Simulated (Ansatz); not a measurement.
A run of Ansatz 0.2.0 is set up as follows.

input.yaml

```yaml
crystal:
  lattice:
    - [-1.9814305318, 1.9814305318, 1.9814305318]
    - [1.9814305318, -1.9814305318, 1.9814305318]
    - [1.9814305318, 1.9814305318, -1.9814305318]
  atoms:
    - { symbol: Bi, position: [0.0, 0.0, 0.0] }
hamiltonian:
  xc: hse06
  pseudopotentials: { kind: paw }
kpoints:
  mp_grid: { grid: [5, 5, 5] }
scf:
  occupations: { method: fermi_dirac, width: 0.05 }
output:
  forces: true
  stress: true
relax:
  f_tol: 0.01
  max_steps: 40
  cell: { stress_tol: 0.05 }
```

Potentials or basis: Ansatz PAW.

The run is started by

```sh
$ ansatz run input.yaml --threads 2 --pin off --max-ram 5632MiB --backend cpu --events-out ev --progress --plain --runs-dir out
```

Estimate the relaxed cell.

a = 3.391 Å, b = 3.391 Å, c = 3.391 Å, α = 109.47°, β = 109.47°, γ = 109.47°.

What does it give for the relaxed volume?

30.02 Å³/atom.

Predict the space group after relaxing (to 0.05 Å).

Im-3m (No. 229).

Step by step:
```csv
step,energy change (eV),largest force (eV/Å),volume (Å³)
1,0.0000,0.0000,31.12
2,-0.0052,0.0000,30.20
3,-0.0054,0.0000,29.92
4,-0.0055,0.0000,30.02
5,-0.0052,0.0000,30.02
```

Caveat: the k mesh is coarse (spacing up to 0.45 Å⁻¹), so the values aren't converged, least of all with exact exchange; the plane-wave basis is chosen anew once the cell has moved, so the energies of steps on either side of that aren't comparable; the PAW data sets come from PBE, with cores solved anew for the run's functional, which leaves a small shift of forces and pressure.
